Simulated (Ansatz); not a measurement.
## TiAl (P4/mmm), symmetry broken, then relaxed

These are results of DFT LDA, scalar-relativistic, plane waves, PAW (Ansatz 0.2.0), not measurements. Cutoff 420 eV, Γ-centred 12×12×8 k-points, Gaussian smearing of 0.15 eV. No spin polarisation. Energies are free energies at this smearing, counted from the undisturbed cell; pressure is positive in compression.

Reference structure (relaxed at this level; it needn't be the usual structure):

```
Ti Al
1.0
     2.76503    0.00000    0.00000
     0.00000    2.76503    0.00000
     0.00000    0.00000    4.00403
Ti Al
1 1
Cartesian
  0.0000 0.0000 0.0000
  1.3825 1.3825 2.0020
```

The atoms are displaced (Å, in the unstrained cell):

| atom | ux | uy | uz |
| --- | --- | --- | --- |
| Ti1 | -0.126 | 0.076 | 0.006 |
| Al2 | 0.126 | -0.076 | -0.006 |

Cell and atoms are then relaxed.

Task: Does the relaxation return to the undisturbed structure?

Result: Yes (up to a choice of domain or origin): same space group and volume, and an energy -0.1 meV/atom from it. The disturbance itself cost 104.5 meV/atom. The final space group reads P4/mmm (tolerance 0.05 Å) and the volume changes by -0.02 %.

Final structure:

```
Ti Al
1.0
     2.76872   -0.00034    0.00000
    -0.00034    2.76876    0.00000
     0.00000    0.00000    3.99242
Ti Al
1 1
Cartesian
  -0.0003 2.7688 0.0000
  1.3842 1.3842 1.9962
```

The relaxation, step by step (energy from the first step; small jumps at an unchanged geometry come where the plane waves are selected anew for the new cell):

```csv
step,ΔE (meV/atom),largest force component (eV/Å),pressure (GPa)
1,0.0,1.188,2.31
2,-74.7,0.525,5.37
3,-103.2,0.011,-1.64
4,-104.6,0.000,0.14
5,-104.6,0.000,0.00
6,-104.6,0.000,0.00
```